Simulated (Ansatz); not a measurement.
# Si2W: the cost of one run

Method: DFT PBEsol, scalar-relativistic, plane waves, PAW, in Ansatz 0.2.0.

2 further runs of the same task are left out: 2 set aside as unsound or not needed.

### 1 The system as given

Symmetry: I4/mmm, No. 139, tetragonal system. The conventional cell has a = 3.202 Å, b = 3.202 Å, c = 7.816 Å, α = 90.00°, β = 90.00°, γ = 90.00°. Si (site symmetry 4mm) has 5 Si at 2.59 to 2.62 Å and 5 W at 2.61 Å as nearest neighbours. W (site symmetry 4/mmm) is surrounded by 10 Si at 2.61 Å.

As a file:

```cif
data_structure
_symmetry_space_group_name_H-M 'P 1'
_symmetry_Int_Tables_number 1
_cell_length_a 3.2025
_cell_length_b 4.5166
_cell_length_c 6.3962
_cell_angle_alpha 69.444
_cell_angle_beta 75.502
_cell_angle_gamma 69.235
_cell_volume 80.16
loop_
_atom_site_label
_atom_site_type_symbol
_atom_site_fract_x
_atom_site_fract_y
_atom_site_fract_z
_atom_site_occupancy
Si1 Si 0.33450 0.99825 0.33275 1
Si2 Si 0.33450 0.49825 0.83275 1
Si3 Si 0.66550 0.50175 0.16725 1
Si4 Si 0.66550 0.00175 0.66725 1
W1 W 0.00000 0.00000 0.00000 1
W2 W 0.00000 0.50000 0.50000 1
```

It is built from the cell relaxed beforehand with the same method (13.36 Å³/atom).

### 2 The reference: the undisturbed cell on the scan's mesh

The input, input.yaml:

```yaml
crystal:
  lattice:
    - [0.0, 3.2024995618, 0.0]
    - [1.6012497809, 1.6012497809, -3.9078662639]
    - [-4.8037493427, 1.6012497809, -3.9078662639]
  atoms:
    - { symbol: Si, position: [0.3344989449, 0.9982515826, 0.3327505275] }
    - { symbol: Si, position: [0.3344989449, 0.4982515826, 0.8327505275] }
    - { symbol: Si, position: [0.6655010551, 0.5017484174, 0.1672494725] }
    - { symbol: Si, position: [0.6655010551, 0.0017484174, 0.6672494725] }
    - { symbol: W, position: [0.0, 0.0, 0.0] }
    - { symbol: W, position: [0.0, 0.5, 0.5] }
basis:
  ecutwfc: 420
kpoints:
  mp_grid: { grid: [12, 12, 12] }
hamiltonian:
  xc: pbesol
scf:
  occupations: { method: gaussian, width: 0.15 }
output:
  forces: true
  stress: true
  eigenvalues: true
  write_density: true
  write_potential: true
  elf: true
  volumetric_format: npy
```

Launch:

```sh
> ansatz run input.yaml --threads 2 --pin off --max-ram 5120MiB --backend cpu --events-out ev --progress --plain --runs-dir out
```

**Question.** How long does this run take on 2 threads of Arm Neoverse V1, shared host, and how much memory does it need?

About 38 s, with a peak of 0.92 GiB.
